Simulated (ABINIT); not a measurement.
Set up this calculation in ABINIT 10.8.3 (patched build), as the native input.

| Quantity | Value |
| --- | --- |
| Task | band structure |
| Functional | WC |
| Potentials or basis | JTH PAW PBE v2.0 sp |
| Cutoff | 544 eV |
| k mesh | 8 × 8 × 8 |
| Occupations | fermi-dirac, width 0.05 eV |
| Spin | no spin polarisation |
| Fine-grid cutoff | 1088.46 eV |
| Exchange and correlation inside the PAW spheres | full angular mesh (pawxcdev 0, this build's default; the released program takes 1) |

The system is InP.

```xyz
2
Lattice="0.0000 2.9305 2.9305 2.9305 0.0000 2.9305 2.9305 2.9305 0.0000" Properties=species:S:1:pos:R:3 pbc="T T T"
In    0.0000    0.0000    0.0000
P     4.3957    4.3957    4.3957
```

One way to write it, as run:

run.abi

```
# Datasets: ground state, then fixed potential
ndtset 2

# Pseudopotentials
pp_dirpath "./"
pseudos "In.GGA_PBE-JTH_sp.xml, P.GGA_PBE-JTH.xml"

# Structure
acell 7.83169184 7.83169184 7.83169184
rprim
     0.0000000000     0.7071067812     0.7071067812
     0.7071067812     0.0000000000     0.7071067812
     0.7071067812     0.7071067812     0.0000000000
ntypat 2
znucl 49 15
natom 2
typat 1 2
xred
     0.0000000000     0.0000000000     0.0000000000
     0.7500000000     0.7500000000     0.7500000000

# Plane-wave basis
ecut 20.0
pawecutdg 40.0

# Exchange and correlation
ixc 23

# Bands and occupations
occopt 3
tsmear 0.00183747

# SCF cycle
nstep 100

# Output
iomode 3
prtwf 0
prteig 0
prtebands 0
prtden1 1

# Dataset 1
kptopt1 1
ngkpt1 8 8 8
nshiftk1 1
shiftk1 0.0 0.0 0.0
nband1 8
tolvrs1 1.0e-9

# Dataset 2: bands along G-X-W-K-G-L-U-W-L-K
iscf2 -2
getden2 1
nband2 12
nbdbuf2 2
tolwfr2 1.0e-12
kptopt2 -9
ndivsm2 6
prteig2 1
kptbounds2
     0.0000000000     0.0000000000     0.0000000000
     0.5000000000     0.0000000000     0.5000000000
     0.5000000000     0.2500000000     0.7500000000
     0.3750000000     0.3750000000     0.7500000000
     0.0000000000     0.0000000000     0.0000000000
     0.5000000000     0.5000000000     0.5000000000
     0.6250000000     0.2500000000     0.6250000000
     0.5000000000     0.2500000000     0.7500000000
     0.5000000000     0.5000000000     0.5000000000
     0.3750000000     0.3750000000     0.7500000000
```

Potentials or basis: JTH PAW PBE v2.0 sp.

Launch:

```bash
$ abinit run.abi > log 2>&1
```

Results of the run:

```
Band gap on the k mesh                                : 0.68 eV, direct
Valence electrons inside the program's atomic spheres : In 2.40; P 1.59
```

Caveat: spin-orbit coupling is left out, which moves the levels of the heavy elements; this set keeps more shells in the core, which shifts pressures and gaps.

Wall time 35 s on 1 thread of Arm Neoverse V1, with other jobs on the host, peak memory 0.13 GiB.
